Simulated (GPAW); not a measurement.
GPAW run on CaF2 (Fm-3m, 3 atoms in the cell): self-consistent single point

Computed with PBE, GPAW PAW datasets PBE (gpaw-data 1.0.1) (plane waves; GPAW).

Input as run:

```python
from ase import Atoms
from ase.units import GPa
from gpaw import GPAW

atoms = Atoms(['Ca', 'F', 'F'],
              cell=[[0.000000, 2.743650, 2.743650],
                    [2.743650, 0.000000, 2.743650],
                    [2.743650, 2.743650, 0.000000]],
              positions=[[0.000000, 0.000000, 0.000000],
                         [1.371825, 1.371825, 1.371825],
                         [4.115475, 4.115475, 4.115475]],
              pbc=True)

calc = GPAW(mode={'name': 'pw', 'ecut': 900},
            xc='PBE',
            kpts=(5, 5, 5),
            occupations={'name': 'fermi-dirac', 'width': 0.02},
            nbands=-4,
            convergence={'forces': 0.001, 'bands': -2},
            symmetry={'symmorphic': False, 'tolerance': 0.0005},
            maxiter=150,
            txt='-')

atoms.calc = calc

energy = atoms.get_potential_energy()
print('Energy (eV):', round(energy, 6))
forces = atoms.get_forces()
print('Forces (eV/Ang):')
print(forces.round(5))
stress = atoms.get_stress()
print('Stress (GPa, Voigt):', (stress / GPa).round(4))
```

Log, with long lists cut:

```
Input parameters:
  convergence: {bands: -2,
                forces: 0.001}
  kpts: [5 5 5]
  maxiter: 150
  mode: {ecut: 900,
         name: pw}
  nbands: -4
  occupations: {name: fermi-dirac,
                width: 0.02}
  symmetry: {symmorphic: False,
             tolerance: 0.0005}
  xc: PBE

species:
  Ca:
    name: Calcium
    Z: 20.0
    valence: 10
    core: 10
    charge: 0.0
    file: Ca.PBE.gz

    # Using partial waves for Ca as LCAO basis

  F:
    name: Fluorine
    Z: 9.0
    valence: 7
    core: 2
    charge: 0.0
    file: F.PBE.gz

    # Using partial waves for F as LCAO basis

Reference energy: -23939.030803  # eV

Spin-paired calculation

Convergence criteria:
 Maximum [total energy] change in last 3 cyles: 0.0005 eV / valence electron
 Maximum integral of absolute [dens]ity change: 0.0001 electrons / valence electron
 Maximum integral of absolute [eigenst]ate change: 4e-08 eV^2 / valence electron
 Maximum change in the atomic [forces] across last 2 cycles: 0.001 eV/Ang OR
Maximum error relative to the maximum force is below inf
 Maximum number of scf [iter]ations: 150

Symmetries present (total): 48
Symmetries with fractional translations: 0
125 k-points: 5 x 5 x 5 Monkhorst-Pack grid
10 k-points in the irreducible part of the Brillouin zone
       k-points in crystal coordinates                weights
   0:     0.00000000    0.00000000    0.00000000          1/125
   1:     0.20000000    0.20000000    0.00000000          6/125
   2:     0.20000000    0.20000000    0.20000000          8/125
   [... 7 lines left out ...]

Wave functions: Plane wave expansion
  Cutoff energy: 900.000 eV
  Number of coefficients (min, max): 2515, 2637
  Pulay-stress correction: 0.000000 eV/Ang^3 (de/decut=0.000000)

Occupation numbers: Fermi-Dirac:
  width: 0.0200  # eV

Eigensolver

Densities:
  Coarse grid: 27*27*27 grid
  Fine grid: 54*54*54 grid
  Total Charge: 0.000000

Density mixing:
  Method: separate
  Backend: pulay
  Linear mixing parameter: 0.05
  old densities: 5
  Damping of long wavelength oscillations: 50

Hamiltonian:
  XC and Coulomb potentials evaluated on a 54*54*54 grid
  External potential:
    NoExternalPotential

XC parameters: PBE with 2 nearest neighbor stencil

Number of atoms: 3
Number of atomic orbitals: 13
Number of bands in calculation: 16
Number of valence electrons: 24
Bands to converge: 14

Density initialized from atomic densities
  13 bands from LCAO basis set
  3 bands from random numbers

Atomic positions and initial magnetic moments

Positions:
   0 Ca     0.000000    0.000000    0.000000    ( 0.0000,  0.0000,  0.0000)
   1 F      1.371825    1.371825    1.371825    ( 0.0000,  0.0000,  0.0000)
   2 F      4.115475    4.115475    4.115475    ( 0.0000,  0.0000,  0.0000)

Unit cell:
           periodic     x           y           z      points  spacing
  1. axis:    yes    0.000000    2.743650    2.743650    27     0.1173
  2. axis:    yes    2.743650    0.000000    2.743650    27     0.1173
  3. axis:    yes    2.743650    2.743650    0.000000    27     0.1173

  Lengths:   3.880107   3.880107   3.880107
  Angles:   60.000000  60.000000  60.000000

Effective grid spacing dv^(1/3) = 0.1280

     iter     time        total  log10-change:
                         energy   eigst   dens  force
iter:   1 --:--:--   -18.219241   +1.84
iter:   2 --:--:--   -18.007250   +0.54  -1.18
iter:   3 --:--:--   -17.396920   +0.19  -1.23
iter:   4 --:--:--   -17.392503   -0.05  -1.46
iter:   5 --:--:--   -18.035589   -0.14  -1.51
iter:   6 --:--:--   -17.449698   +0.03  -1.47
iter:   7 --:--:--   -17.440049   -0.60  -2.26
iter:   8 --:--:--   -17.454105   -0.86  -2.46
iter:   9 --:--:--   -17.448521   -0.75  -2.22
iter:  10 --:--:--   -17.445784c  -1.05  -2.40
iter:  11 --:--:--   -17.441178c  -0.99  -2.43
iter:  12 --:--:--   -17.439805c  -1.00  -2.68
iter:  13 --:--:--   -17.439126c  -1.02  -2.89
iter:  14 --:--:--   -17.439194c  -1.09  -3.74
iter:  15 --:--:--   -17.439121c  -0.96  -3.38
iter:  16 --:--:--   -17.439124c  -0.78  -3.76
iter:  17 --:--:--   -17.439147c  -0.99  -3.93
iter:  18 --:--:--   -17.439125c  -1.05  -3.61
iter:  19 --:--:--   -17.439125c  -1.16  -4.36c
iter:  20 --:--:--   -17.439127c  -1.21  -4.41c
iter:  21 --:--:--   -17.439129c  -1.36  -4.16c
iter:  22 --:--:--   -17.439126c  -1.47  -4.02c
iter:  23 --:--:--   -17.439137c  -1.54  -4.23c
iter:  24 --:--:--   -17.439125c  -1.55  -3.84
iter:  25 --:--:--   -17.439125c  -1.47  -4.62c
iter:  26 --:--:--   -17.439125c  -1.42  -4.72c
iter:  27 --:--:--   -17.439125c  -1.41  -4.94c
iter:  28 --:--:--   -17.439125c  -1.57  -5.18c
iter:  29 --:--:--   -17.439125c  -1.68  -4.58c
iter:  30 --:--:--   -17.439125c  -1.88  -5.24c
   [... 39 lines left out ...]
iter:  70 --:--:--   -17.439125c  -6.91  -8.95c
iter:  71 --:--:--   -17.439125c  -7.04  -9.37c
iter:  72 --:--:--   -17.439125c  -7.11  -9.72c
iter:  73 --:--:--   -17.439125c  -7.27  -9.57c
iter:  74 --:--:--   -17.439125c  -7.36  -10.08c
iter:  75 --:--:--   -17.439125c  -7.53c -9.94c
iter:  76 --:--:--   -17.439125c  -7.66c -10.40c -16.69c

Converged after 76 iterations.

Dipole moment: (-0.000000, -0.000000, -0.000000) |e|*Ang

Energy contributions relative to reference atoms: (reference = -23939.030803)

Kinetic:        +19.498039
Potential:      -17.771280
External:        +0.000000
XC:             -18.642682
Entropy (-ST):   -0.000000
Local:           -0.523202
SIC:             +0.000000
--------------------------
Free energy:    -17.439125
Extrapolated:   -17.439125

Showing only first 2 kpts
 Kpt  Band  Eigenvalues  Occupancy
  0    10      0.60798    2.00000
  0    11      0.60798    2.00000
  0    12      8.06562    0.00000
  0    13      9.94375    0.00000

  1    10      0.61976    2.00000
  1    11      0.61976    2.00000
  1    12      9.23422    0.00000
  1    13      9.89452    0.00000

Fermi level: 2.95154

Gap: 7.262 eV
Transition (v -> c):
  (s=0, k=6, n=11, [0.40, 0.40, -0.20]) -> (s=0, k=0, n=12, [0.00, 0.00, 0.00])
Direct/indirect transitions are different
Direct gap: 7.458 eV
Transition at: (s=0, k=0, n=11, [0.00, 0.00, 0.00])
Energy (eV): -17.439125

Forces in eV/Ang:
  0 Ca    0.00000   -0.00000   -0.00000
  1 F     0.00000    0.00000    0.00000
  2 F     0.00000    0.00000    0.00000

Stress tensor:
     0.000513     0.000000     0.000000
     0.000000     0.000513     0.000000
     0.000000     0.000000     0.000513
Stress (GPa, Voigt): [0.0822 0.0822 0.0822 0.     0.     0.    ]
```

The run converged in 76 iterations. GPAW prints stress with tension positive.

At such cutoffs GPAW's stress carries a finite-basis (Pulay) error, which enters relaxed cells too; its log prints stress with tension positive.

The starting cell has typed, rounded lattice constants, without a prior relaxation at this level. Its lattice was rescaled by up to half a per cent.

Cost on one core of a shared machine: roughly 70 s.
